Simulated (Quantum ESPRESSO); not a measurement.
# MoS2: zone-centre phonons under several settings

```xyz
3
Lattice="3.2275 0.0000 0.0000 -1.6137 2.7951 0.0000 0.0000 0.0000 6.3125" Properties=species:S:1:pos:R:3 pbc="T T T"
Mo    0.0000    0.0000    3.1562
S     1.6137    0.9317    4.7008
S     0.0000    1.8634    1.6117
```

Measurements of this composition are mostly on another form, of space group No. 194.

All runs used Quantum ESPRESSO 7.5; k mesh 8 × 8 × 3; relaxed cell; no spin polarisation; cutoff 612 eV; occupations cold, width 0.2 eV.

```tsv
level	potentials	volume (Å³/atom)	pressure (GPa)	lowest optical mode without the field (cm⁻¹)	highest optical mode without the field (cm⁻¹)
LDA	GBRV 1.5 LDA	?	-0.1	?	?
PBEsol	GBRV 1.5 PBEsol	17.11	0.0	228	401
```

Problem. What stands in the row left open?

Solution. Volume 16.31 Å³/atom; lowest optical mode without the field 234 cm⁻¹; highest optical mode without the field 403 cm⁻¹.

Caveats: the mesh is thin for the phonons of a metal; the layers were relaxed without a dispersion term, so their spacing and the soft interlayer modes are unreliable; this functional lacks dispersion, which binds the layers, so the pressure and a relaxed spacing across them are unreliable (some runs).

For the row left open. Caveat: the k mesh is coarse; the mesh is thin for the phonons of a metal; the layers were relaxed without a dispersion term, so their spacing and the soft interlayer modes are unreliable.
